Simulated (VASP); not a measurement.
Here is a VASP 6.6.1 calculation.

INCAR

```
SYSTEM = HfB
PREC     = Accurate       ! precision mode
ENCUT    = 520            ! plane-wave cutoff, eV
EDIFF    = 1E-7           ! SCF threshold, eV
ISMEAR   = 0              ! smearing method
SIGMA    = 0.15           ! smearing width, eV
LREAL    = .FALSE.        ! projectors in reciprocal space
LASPH    = .TRUE.         ! aspherical terms in the spheres
NELM     = 100            ! most SCF steps
ALGO     = Fast           ! electronic algorithm
ISIF     = 2              ! what is computed and relaxed
LWAVE    = .FALSE.        ! write WAVECAR
LCHARG   = .TRUE.         ! write CHGCAR
GGA      = CA             ! functional
LELF     = .TRUE.         ! ELF
LVHAR    = .TRUE.       
NBANDS   = 14             ! bands
```

The input KPOINTS:

```
regular mesh
0
G
  20 20 20
  0 0 0
```

The input POSCAR:

```
HfB
1.0
   -0.2438591213      2.1947320921      2.1947320921
    2.1947320921     -0.2438591213      2.1947320921
    2.1947320921      2.1947320921     -0.2438591213
Hf B
1 1
Direct
    0.5000000000      0.5000000000      0.5000000000
    0.0000000000      0.0000000000      0.0000000000
```

Potentials or basis: VASP PAW LDA potentials, release 64 (Hf_pv, B).

The run is started by

```bash
$ cat potpaw_LDA.64/Hf_pv/POTCAR potpaw_LDA.64/B/POTCAR > POTCAR
$ mpirun -np 1 vasp_std > vasp.out
```

Task: Estimate the pressure.

Result: 19.7 GPa.

Task: Predict the band gap on the k mesh.

Result: None (metal or under the smearing width).

Stress tensor (GPa, compression positive):
```
19.66  4.28  4.28
 4.28 19.66  4.28
 4.28  4.28 19.66
```

Caveat: so large a pressure means that the cell lies far from this level's equilibrium, or that cutoff or potentials fall short. Spin-orbit coupling is left out, which matters for the levels of Hf.
